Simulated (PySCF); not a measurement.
Write an ASE script for PySCF 2.14.0 that does the following.

```yaml
Task: density of states
Functional: PBE
Potentials_or_basis: DZVP-MOLOPT-SR/GTH-BLYP (potentials made for BLYP)
k_mesh: 7 × 7 × 7
Occupations: fermi-dirac, width 0.05 eV
Spin: no spin polarisation
Symmetry: no
Density_cutoff: 50 Ha
Exponents_discarded_below_exp_to_discard: 0.02 1/bohr^2
Potentials: As GTH-BLYP-q5
Gaussian_width_of_the_DOS: 0.15 eV
conv_tol: 1e-07 Ha
max_cycle: 60
Coulomb_method: multigrid
```

The structure of As lies in As.xyz:

```xyz
2
Lattice="1.8807968987 1.0858785957 3.5140619945 -1.8807968987 1.0858785957 3.5140619945 0.0000000000 -2.1717571915 3.5140619945" Properties=species:S:1:pos:R:3 pbc="T T T"
As     0.0000000000      0.0000000000      2.3825340323
As     0.0000000000     -0.0000000001      8.1596519512
```

These files were run (other wordings do the same):

run.py

```python
import json
import numpy as np
from pyscf.pbc import gto, scf, dft, df
from pyscf.pbc.tools import pyscf_ase
from ase.io import read

atoms = read('As.xyz')
cell = pyscf_ase.cell_from_ase(atoms)
cell.basis = 'DZVP-MOLOPT-SR-GTH-q5'
cell.pseudo = 'GTH-BLYP-q5'
cell.ke_cutoff = 50  # hartree
cell.exp_to_discard = 0.02
cell.precision = 1e-08
cell.max_memory = 5880  # MB
cell.verbose = 4
cell.build()

res = {}
kpts = cell.make_kpts([7, 7, 7])
mf = dft.KRKS(cell, kpts, xc='pbe')
mf = mf.multigrid_numint()
mf = mf.smearing(sigma=0.00183747, method='fermi')  # hartree
mf.conv_tol = 1e-07
mf.max_cycle = 60

atoms.calc = pyscf_ase.PySCF(method=mf)
print('ASE energy = %.8f eV' % atoms.get_potential_energy())
mf = atoms.calc.method_scan
res.update(converged=bool(mf.converged), e_tot=mf.e_tot, nelec=cell.nelectron, nao=cell.nao, mesh=list(map(int, cell.mesh)), a=cell.lattice_vectors().tolist(), coords=cell.atom_coords().tolist(),
           mo_energy=[np.real(x).tolist() for x in mf.mo_energy], mo_occ=[np.real(x).tolist() for x in mf.mo_occ])
res.update(e_free=mf.e_free, e_zero=mf.e_zero)
res.update(kpts=cell.get_scaled_kpts(kpts).tolist())
res['parts'] = {k: float(np.real(v)) for k, v in mf.scf_summary.items() if np.isscalar(v)}
json.dump(res, open('results.json', 'w'))
if not mf.converged:
    raise SystemExit('SCF not converged')

print('levels (eV)')
for i, kp in enumerate(res['kpts'][:40]):
    print('k %7.4f %7.4f %7.4f  ' % tuple(kp), ' '.join('%.3f' % (x * 27.211386) for x in res['mo_energy'][i][:10]))

# Mulliken populations
dm, s = np.asarray(mf.make_rdm1()), np.asarray(mf.get_ovlp())
sites = cell.aoslice_by_atom()[:, 2:]
tot = np.einsum('kij,kji->i', dm, s).real / len(kpts)
res['mulliken'] = [cell.atom_charge(i) - tot[a0:a1].sum() for i, (a0, a1) in enumerate(sites)]
print('Mulliken charges', np.round(res['mulliken'], 5))

# density of states, Gaussians of 0.15 eV
e = np.asarray(mf.mo_energy).real.reshape(1, -1) * 27.211386
ef = mf.get_fermi()
ef = np.max(ef) * 27.211386
x = np.arange(-15, 10.01, 0.1) + round(ef, 1)
dos = np.exp(-((x[:, None, None] - e) / 0.15) ** 2 / 2).sum(-1).T / (0.15 * np.sqrt(2 * np.pi) * len(kpts)) * 2
res.update(dos_e=x.tolist(), dos=dos.tolist())
for a, b in zip(x[::5], dos.T[::5]):
    print('%8.2f' % a, ' '.join('%9.4f' % y for y in b))
res['done'] = True
json.dump(res, open('results.json', 'w'))
```

Potentials or basis: DZVP-MOLOPT-SR/GTH-BLYP (potentials made for BLYP).

The run is started by

```sh
$ OMP_NUM_THREADS=4 python -u run.py > log
```

Results of the run:

- Band gap on the k mesh: none (metal or under the smearing width)

Caveat: the basis of atomic orbitals isn't converged, which shifts pressures, moduli and gaps.

It took 61 s on 4 threads of AMD EPYC 7R13 Processor (Zen 3) (shared host), peak memory 2.8 GiB.
